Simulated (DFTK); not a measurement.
**Zr: band structure with PBE**

Zr:

```
CELL_PARAMETERS angstrom
3.23200 0.00000 0.00000
-1.61600 2.79899 0.00000
0.00000 0.00000 5.14700
ATOMIC_POSITIONS crystal
Zr 0.66667 0.33333 0.75000
Zr 0.33333 0.66667 0.25000
```

```json
{"Program": "DFTK 0.8.2", "Task": "band structure", "Functional": "PBE", "Potentials or basis": "dojo.nc.sr.pbe.v0_5.standard.upf (PBE)", "Cutoff": "898 eV", "k mesh": "9 × 9 × 5", "Occupations": "fermi-dirac, width 0.05 eV", "Spin": "no spin polarisation", "Valence electrons": "Zr 12", "SCF tolerance on the density": "1e-06"}
```

```
Pressure               : 0.5 GPa
Band gap on the k mesh : none (metal or under the smearing width)
```

Stress tensor (GPa, compression positive):
```
0.25 0.00 0.00
0.00 0.25 0.00
0.00 0.00 1.14
```

Levels at the corners of the path, in eV from the Fermi level:
```
point  band 9  band 10  band 11  band 12  band 13  band 14  band 15  band 16
    Γ   -5.67    -3.04     0.85     0.85     1.00     1.15     1.54     1.54
    M   -2.58    -2.52    -2.16    -0.23     0.52     0.77     1.45     4.88
    K   -2.11    -1.37    -1.37    -1.15     0.25     0.25     1.79     4.30
    Γ   -5.67    -3.04     0.85     0.85     1.00     1.15     1.54     1.54
    A   -3.96    -3.96     0.03     0.03     0.75     0.75     0.75     0.75
    L   -2.88    -2.88    -1.07    -1.07     1.61     1.61     2.19     2.19
    H   -1.45    -1.45    -1.29    -1.29    -0.05    -0.05     2.03     2.03
    A   -3.96    -3.96     0.03     0.03     0.75     0.75     0.75     0.75
    L   -2.88    -2.88    -1.07    -1.07     1.61     1.61     2.19     2.19
    M   -2.58    -2.52    -2.16    -0.23     0.52     0.77     1.45     4.88
    K   -2.11    -1.37    -1.37    -1.15     0.25     0.25     1.79     4.30
    H   -1.45    -1.45    -1.29    -1.29    -0.05    -0.05     2.03     2.03
```

It took 110 s on 1 thread of Intel(R) Xeon(R) 6975P-C (Granite Rapids) (shared host), peak memory 1.8 GiB.
